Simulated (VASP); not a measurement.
Here is a VASP 6.6.1 calculation.

INCAR

```
  ALGO = Normal
  DIPOL = 0.5 0.5 0.500
  EDIFF = 1E-7
  ENCUT = 300
  GGA = CA
  IDIPOL = 3
  ISIF = 2
  ISMEAR = 0
  KPAR = 2
  LASPH = True
  LCHARG = True
  LDIPOL = True
  LREAL = False
  LVACPOTAV = True
  LVHAR = True
  LWAVE = False
  NELM = 80
  PREC = Accurate
  SIGMA = 0.05
```

Contents of KPOINTS:

```
k-points
0
Gamma
  4 2 1
```

Contents of POSCAR:

```
CdSe
1.0
    4.3000000000      0.0000000000      0.0000000000
    0.0000000000      7.0200000000      0.0000000000
    0.0000000000      0.0000000000     11.2413030806
Cd Se
2 2
Direct
    0.0000000001      0.0000000000      0.4447882923
    0.5000000000      0.5000000000      0.5552117077
    0.0000000001      0.3850000000      0.4447882923
    0.5000000000      0.8850000000      0.5552117077
```

Potentials or basis: VASP PAW LDA potentials, release 64 (Cd, Se).

The run is started by

```bash
$ cat potpaw_LDA.64/Cd/POTCAR potpaw_LDA.64/Se/POTCAR > POTCAR
$ mpirun -np 2 vasp_std > vasp.out
```

**Question.** Estimate the ionisation potential of the upper face.

**Answer.** 5.39 eV.

**Question.** Predict the band gap on the k mesh.

**Answer.** 1.26 eV, direct.

Forces on the atoms (eV/Å):
```
Cd   0.000  0.450  1.026
Cd   0.000  0.450 -1.026
Se   0.000 -0.450  0.374
Se   0.000 -0.450 -0.374
```

Caveat: the k mesh is coarse (spacing up to 0.45 Å⁻¹), so the values aren't converged. Expect the measured gap to be larger: semilocal functionals such as LDA lack the derivative discontinuity.
